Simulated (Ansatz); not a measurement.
**GaN: the order of phases at one pressure**

Aim: bring GaN in several structures (rocksalt, CsCl, zincblende, wurtzite, NiAs) to one pressure and rank them by enthalpy. The pressure is set by scaling the first phase. Methods of the runs shown: LAPW. Companion runs by PAW are cited.

Method: DFT, PBE, all-electron LAPW, scalar-relativistic, in Ansatz 0.2.0.

### 1 Starting point

It takes space group Fm-3m (No. 225, cubic). The conventional cell has a = 3.641 Å, b = 3.641 Å, c = 3.641 Å, α = 90.00°, β = 90.00°, γ = 90.00°. Around Ga (site symmetry m-3m) lie 6 N at 1.82 Å. N (site symmetry m-3m) has 6 Ga at 1.82 Å as nearest neighbours.

Coordinates:

```cif
data_structure
_symmetry_space_group_name_H-M 'P 1'
_symmetry_Int_Tables_number 1
_cell_length_a 2.5743
_cell_length_b 2.5743
_cell_length_c 2.5743
_cell_angle_alpha 60.000
_cell_angle_beta 60.000
_cell_angle_gamma 60.000
_cell_volume 12.06
loop_
_atom_site_label
_atom_site_type_symbol
_atom_site_fract_x
_atom_site_fract_y
_atom_site_fract_z
_atom_site_occupancy
Ga1 Ga 0.00000 0.00000 0.00000 1
N1 N 0.50000 0.50000 0.50000 1
```

Atoms are numbered in the order of the input: Ga1, N2.

### 2 Rocksalt relaxed under pressure, LAPW

input.yaml

```yaml
crystal:
  lattice:
    - [0.0, 1.8202738363, 1.8202738363]
    - [1.8202738363, 0.0, 1.8202738363]
    - [1.8202738363, 1.8202738363, 0.0]
  atoms:
    - { symbol: Ga, position: [0.0, 0.0, 0.0] }
    - { symbol: "N", position: [0.5, 0.5, 0.5] }
kpoints:
  mp_grid: { grid: [18, 18, 18] }
scf:
  occupations: { method: fermi_dirac, width: 0.05 }
hamiltonian:
  xc: pbe
  pseudopotentials: { kind: all_electron, lapw: { basis_error: 0.0005 } }
output:
  forces: true
  stress: true
  eigenvalues: true
relax:
  f_tol: 0.005
  max_steps: 12
  cell: { p_target: 290.0, stress_tol: 0.145 }
```

The run is started by

```console
$ ansatz run input.yaml --threads 1 --pin off --max-ram 3584MiB --backend cpu --events-out ev --progress --plain --runs-dir out
```

Further steps of the session: CsCl relaxed under pressure, LAPW; Zincblende relaxed under pressure, LAPW; Wurtzite at the cell that PAW relaxed, LAPW; NiAs at the cell that PAW relaxed, LAPW.

What does the calculation give? Wanted: pressure; lowest (for each run or level that gives them).

As calculated:

| quantity | value |
| --- | --- |
| pressure | 290 GPa |
| lowest (LAPW) | rocksalt, 317.3 meV/atom under NiAs |
| lowest (PAW) | rocksalt, 317.5 meV/atom under NiAs |

By LAPW the order is rocksalt < NiAs < CsCl < wurtzite < zincblende. By PAW the order is rocksalt < NiAs < CsCl < wurtzite < zincblende. The methods agree on the lowest phase. Only these structures were tried, with electrons smeared by 0.05 eV and without vibrations, so the true ground state may be another. The k meshes differ between phases and weren't tested, which can move differences by some meV.
